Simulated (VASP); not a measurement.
A run of VASP 6.6.1:

The input INCAR:

```
ALGO = Fast ; EDIFF = 1E-6
ENCUT = 520 ; GGA = PE
ISIF = 2 ; ISMEAR = 0
LASPH = T ; LCHARG = T
LELF = T ; LREAL = F
LVHAR = T ; LWAVE = F
NBANDS = 10 ; NELM = 100
PREC = Accurate ; SIGMA = 0.1
```

Contents of KPOINTS:

```
k-points
0
Gamma
  6 6 6
```

Contents of POSCAR:

```
Li
1.0
    1.7868739626      1.0316521633      4.2787836520
   -1.7868739626      1.0316521633      4.2787836520
    0.0000000000     -2.0633043267      4.2787836520
Li
2
Direct
    0.0577000000      0.0577000000      0.0577000000
    0.9423000000      0.9423000000      0.9423000000
```

Potentials or basis: VASP PAW PBE potentials, release 64 (Li_sv).

Run with:

```console
$ cat potpaw_PBE.64/Li_sv/POTCAR > POTCAR
$ mpirun -np 1 vasp_std > vasp.out
```

Hardware: 1 thread of Intel(R) Xeon(R) Platinum 8488C (Sapphire Rapids) (shared host).

**Question.** Estimate the wall time of this run.

**Answer.** Run time: 24 s on 1 thread of Intel(R) Xeon(R) Platinum 8488C (Sapphire Rapids), with other jobs on the host, peak memory 0.18 GiB. Counts: scf iterations 15, k points 32.
